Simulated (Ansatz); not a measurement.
All numbers below come from DFT PBE, scalar-relativistic, plane waves, PAW in Ansatz 0.2.0. Settings: cutoff 420 eV, Γ-centred meshes spaced at most about 0.3 Å⁻¹, and about 0.25 Å⁻¹ or finer for metals (2π included), Gaussian smearing. Spin is collinear in cells that carry moments; the others ran without spin or lost their moments.

Each guess is relaxed in cell and atoms at zero pressure, on a coarse mesh first where it starts far from rest and then on a converged one. The steps can't lower the symmetry of the start, but it can rise. Energies are static (0 K, no zero-point motion).

Two unrelaxed guesses for WS2:

A.

```yaml
crystal:
  lattice:
    - [0.00000, 2.97657, 2.97657]
    - [2.97657, 0.00000, 2.97657]
    - [2.97657, 2.97657, 0.00000]
  atoms:
    - { symbol: W, position: [0.00000, 0.00000, 0.00000] }
    - { symbol: S, position: [0.25000, 0.25000, 0.25000] }
    - { symbol: S, position: [0.75000, 0.75000, 0.75000] }
```

B.

```yaml
crystal:
  lattice:
    - [3.40622, 0.00000, 0.00000]
    - [0.00000, 3.40622, 0.00000]
    - [0.00000, 0.00000, 10.75728]
  atoms:
    - { symbol: W, position: [0.50000, 0.50000, 0.50000] }
    - { symbol: S, position: [0.50000, 0.50000, 0.91552] }
    - { symbol: S, position: [0.50000, 0.50000, 0.08448] }
```

Problem. Do they relax into the same structure? If not, which is lower?

Solution. No. A ends lower, by 0.56 eV/atom. A: Fm-3m at 17.6 Å³/atom → Fm-3m (fluorite type) at 17.5 Å³/atom; B: P4/mmm at 41.6 Å³/atom → P4/mmm at 20.7 Å³/atom. Counting S atoms around W (those within 1.25 times the shortest such distance or 1.15 times the sum of covalent radii), the end of A has W 8 and the end of B has W 2. End of A. Conventional cell: a = 5.939 Å. S is surrounded by 4 W at 2.57 Å and 6 S at 2.97 Å; W has 8 S at 2.57 Å. End of B. Conventional cell: a = 2.592 Å, c = 9.234 Å. W has 2 S at 2.45 Å and 4 W at 2.59 Å; around S lie 1 W at 2.45 Å and 4 S at 2.59 Å.

Ends held by symmetry can be saddle points. Neither end is the lowest form computed: that has the 2H molybdenite type, space group P6_3/mmc (No. 194), is reached from a Materials Project cell and lies 0.81 eV/atom below the better end. Weakly bound directions are ill-defined at this level, which has no dispersion term (P4/mmm), and this can change margins and order among such cells. Spin–orbit coupling, which can matter for W, is left out. Another magnetic order may lie lower. Some structure types and database cells were kept out of the candidates from the start, so a known form may be missing.
